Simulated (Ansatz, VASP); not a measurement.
**HfB2: VASP beside Ansatz**

Contents of INCAR:

```
SYSTEM = HfB2
PREC     = Accurate       ! precision mode
ENCUT    = 520            ! plane-wave cutoff, eV
EDIFF    = 1E-7           ! SCF threshold, eV
ISMEAR   = -1             ! smearing method
SIGMA    = 0.05           ! smearing width, eV
LREAL    = .FALSE.        ! projectors in reciprocal space
LASPH    = .TRUE.         ! aspherical terms in the spheres
NELM     = 80             ! most SCF steps
ALGO     = Normal         ! electronic algorithm
ISIF     = 2              ! what is computed and relaxed
LWAVE    = .FALSE.        ! write WAVECAR
LCHARG   = .FALSE.        ! write CHGCAR
GGA      = PS             ! functional
NBANDS   = 15             ! bands
```

Contents of KPOINTS:

```
Automatic mesh
0
G
  10 10 8
  0 0 0
```

POSCAR

```
HfB2
1.0
    3.1326790839      0.0000000000      0.0000000000
   -1.5663395419      2.7129796685      0.0000000000
    0.0000000000      0.0000000000      3.4792139900
Hf B
1 2
Direct
    0.0000000000      0.0000000000      0.0000000000
    0.2066666667      0.6033333333      0.5000000000
    0.7933333333      0.3966666667      0.5000000000
```

Input for Ansatz:

```yaml
crystal:
  lattice:
    - [3.1326790839, 0.0, 0.0]
    - [-1.5663395419, 2.7129796685, 0.0]
    - [0.0, 0.0, 3.47921399]
  atoms:
    - { symbol: Hf, position: [0.0, 0.0, 0.0] }
    - { symbol: B, position: [0.2066666667, 0.6033333333, 0.5] }
    - { symbol: B, position: [0.7933333333, 0.3966666667, 0.5] }
kpoints:
  mp_grid: { grid: [10, 10, 8] }
scf:
  occupations: { method: fermi_dirac, width: 0.05 }
hamiltonian:
  xc: pbesol
  pseudopotentials: { kind: all_electron, lapw: { basis_error: 0.001 } }
output:
  forces: true
  stress: true
  eigenvalues: true
  populations: true
```

Change from the starting cell: shortest bond scaled by 0.62, LAPW.

Alike in both runs: task single point; functional PBEsol; k mesh 10 × 10 × 8; occupations fermi-dirac, width 0.05 eV; no spin polarisation.

```csv
,VASP,Ansatz
version,VASP 6.6.1,Ansatz 0.2.0
potentials or method,"VASP PAW PBE potentials, release 64 (Hf_pv, B)","all-electron LAPW, scalar-relativistic"
plane-wave cutoff (eV),520,see its input
```

```csv
,VASP,Ansatz,Ansatz less VASP
pressure (GPa),66.6,65.6,-1.04
largest component of the traceless stress (GPa),82.36,80.84,-1.517
rms of the force components (eV/Å),17.282,16.972,-0.3099
```

Atom by atom the forces differ by 0.310 eV/Å (rms over components). Ansatz ran all-electron here, so the differences hold the error of VASP's frozen core and of both bases.

Caveats: the cell as given lies far from equilibrium; so large a pressure means that the cell lies far from this level's equilibrium, or that cutoff or potentials fall short (VASP); the potentials were made for another functional, which shifts forces and pressure (VASP). Spin-orbit coupling is left out, which matters for the levels of Hf.
